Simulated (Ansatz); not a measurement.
# ScAl2: the cost of one run

Method: DFT PBEsol, scalar-relativistic, plane waves, PAW, in Ansatz 0.2.0.

1 further run of the same task is left out (set aside as unsound or not needed). Runs told in other sessions of the task aren't counted.

## Step 1: The starting structure

It takes space group Fd-3m (No. 227, cubic). Conventional cell: a = 7.527 Å, b = 7.527 Å, c = 7.527 Å, α = 90.00°, β = 90.00°, γ = 90.00°. Sc (site symmetry -43m) is surrounded by 12 Al at 3.12 Å and 4 Sc at 3.26 Å. Al (site symmetry -3m) is surrounded by 6 Al at 2.66 Å and 6 Sc at 3.12 Å.

Coordinates:

```cif
data_structure
_symmetry_space_group_name_H-M 'P 1'
_symmetry_Int_Tables_number 1
_cell_length_a 5.3223
_cell_length_b 5.3223
_cell_length_c 5.3223
_cell_angle_alpha 60.000
_cell_angle_beta 60.000
_cell_angle_gamma 60.000
_cell_volume 106.60
loop_
_atom_site_label
_atom_site_type_symbol
_atom_site_fract_x
_atom_site_fract_y
_atom_site_fract_z
_atom_site_occupancy
Sc1 Sc 0.50000 0.50000 0.50000 1
Sc2 Sc 0.75000 0.75000 0.75000 1
Al1 Al 0.12500 0.12500 0.12500 1
Al2 Al 0.62500 0.12500 0.12500 1
Al3 Al 0.12500 0.62500 0.12500 1
Al4 Al 0.12500 0.12500 0.62500 1
```

It goes back to an entry of the Materials Project, which need not be the stable form.

This cell was relaxed beforehand with the same method: volume 17.77 Å³/atom, gap on the mesh none (metal).

## Step 2: Zero of energy

Reference values: F = -6323.8970 eV; pressure 0.02 GPa; largest force 0.000 eV/Å; gap on the mesh none (metal). It was computed beforehand with the settings of the runs below.

## Step 3: Zone-centre phonons by finite displacements

input.yaml

```yaml
crystal:
  lattice:
    - [0.0, 3.7634024185, 3.7634024185]
    - [3.7634024185, 0.0, 3.7634024185]
    - [3.7634024185, 3.7634024185, 0.0]
  atoms:
    - { symbol: Sc, position: [0.5, 0.5, 0.5] }
    - { symbol: Sc, position: [0.75, 0.75, 0.75] }
    - { symbol: Al, position: [0.125, 0.125, 0.125] }
    - { symbol: Al, position: [0.625, 0.125, 0.125] }
    - { symbol: Al, position: [0.125, 0.625, 0.125] }
    - { symbol: Al, position: [0.125, 0.125, 0.625] }
basis:
  ecutwfc: 420
kpoints:
  mp_grid: { grid: [12, 12, 12] }
hamiltonian:
  xc: pbesol
scf:
  occupations: { method: gaussian, width: 0.15 }
output:
  eigenvalues: true
phonons:
  method: fd
  supercell: [1, 1, 1]
  amplitude: 0.02
  eigenvectors: true
  dielectric: false
```

Launch:

```sh
$ ansatz run input.yaml --threads 2 --pin off --max-ram 5120MiB --backend cpu --events-out ev --progress --plain --runs-dir out
```

**Question.** How long does this run take on 2 threads of Arm Neoverse V1, shared host, and how much memory does it need?

About 89 s, with a peak of 1.2 GiB.
